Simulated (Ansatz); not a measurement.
# Si (Si (100), 2 layers): how the settings move a relaxation

Aim: see which settings change the result for Si (Si (100), 2 layers), by how much, and at what cost.

Method: reference: DFT, PBEsol, all-electron LAPW, scalar-relativistic, in Ansatz 0.2.0.

### Step 1. The starting structure

The structure is orthorhombic, space group Pmma (No. 51). The conventional cell has a = 3.842 Å, b = 3.842 Å, c = 17.358 Å, α = 90.00°, β = 90.00°, γ = 90.00°. Around Si (site symmetry mm2) lie 2 Si at 2.25 Å.

Coordinates:

```cif
data_structure
_symmetry_space_group_name_H-M 'P 1'
_symmetry_Int_Tables_number 1
_cell_length_a 3.8424
_cell_length_b 3.8424
_cell_length_c 17.3585
_cell_angle_alpha 90.000
_cell_angle_beta 90.000
_cell_angle_gamma 90.000
_cell_volume 256.28
loop_
_atom_site_label
_atom_site_type_symbol
_atom_site_fract_x
_atom_site_fract_y
_atom_site_fract_z
_atom_site_occupancy
Si1 Si 0.75000 0.00000 0.46623 1
Si2 Si 0.25000 0.00000 0.53377 1
```

### Step 2. Reference

input.yaml

```yaml
crystal:
  lattice:
    - [3.8424174388, 0.0, 0.0]
    - [0.0, 3.8424174388, 0.0]
    - [0.0, 0.0, 17.3585]
  atoms:
    - { symbol: Si, position: [0.75, 0.0, 0.4662267899] }
    - { symbol: Si, position: [0.25, 0.0, 0.5337732101] }
kpoints:
  mp_grid: { grid: [7, 7, 1] }
scf:
  occupations: { method: fermi_dirac, width: 0.02 }
hamiltonian:
  xc: pbesol
  pseudopotentials: { kind: all_electron, lapw: { basis_error: 0.001 } }
output:
  forces: true
  stress: true
  eigenvalues: true
relax:
  f_tol: 0.01
  max_steps: 12
efield:
  axis: 3
  amplitude: 0
  dipole_correction: true
```

On the command line:

```sh
> ansatz run input.yaml --threads 2 --pin off --max-ram 4096MiB --backend cpu --events-out ev --progress --plain --runs-dir out
```

### Step 3. Changed: f_tol 0.1, max_displacement 0.05

input.yaml: that of step 2 with these lines changed.

```diff
@@ -20,4 +20,5 @@
 relax:
-  f_tol: 0.01
+  f_tol: 0.1
   max_steps: 12
+  max_displacement: 0.05
 efield:
```

Q: Predict the outcome of this session. Wanted: for each run, ending; energy change; gap; force.

**Answer**, as computed:

```
                                run     ending  energy change  gap (eV)  force (eV/Å)  cycles  time
                          reference  converged              0      0.00          0.00       9  12 s
1: f_tol 0.1, max_displacement 0.05  converged   0.0 meV/atom      0.00          0.00      10  13 s
```

The changed convergence setting and walk settings doesn't alter the result here (within 0.5 meV/atom).
